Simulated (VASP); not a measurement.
Input:

```
CELL_PARAMETERS angstrom
      0.03084     3.08421     3.08421
      3.11505     0.00000     3.11505
      3.08421     3.08421     0.03084
ATOMIC_POSITIONS crystal
  Al 0.00000 0.00000 0.00000
  Sb 0.25000 0.25000 0.25000
```

All values below come from PBEsol GGA, VASP's PBE PAW potentials (set 64) (plane waves; VASP). Settings: 480 eV cut-off, 8×8×8 Γ-centred mesh, Gaussian smearing of 0.050 eV, potentials Al Sb.

Problem. Which forces act on the atoms, in eV/Å?

Solution. 
| atom | Fx | Fy | Fz |
|---|---|---|---|
| Al1 | 0.000 | 0.152 | 0.000 |
| Sb2 | 0.000 | -0.152 | 0.000 |

Problem. Give the stress tensor in GPa (positive for a compressed cell).

Solution. 
```
 0.04   0.00  -1.13
 0.00   0.04   0.00
-1.13   0.00   0.04
```
The pressure is its mean diagonal, 0.04 GPa.

The compound is AlSb in the zinc blende structure. This cell was strained or had an atom moved on purpose.
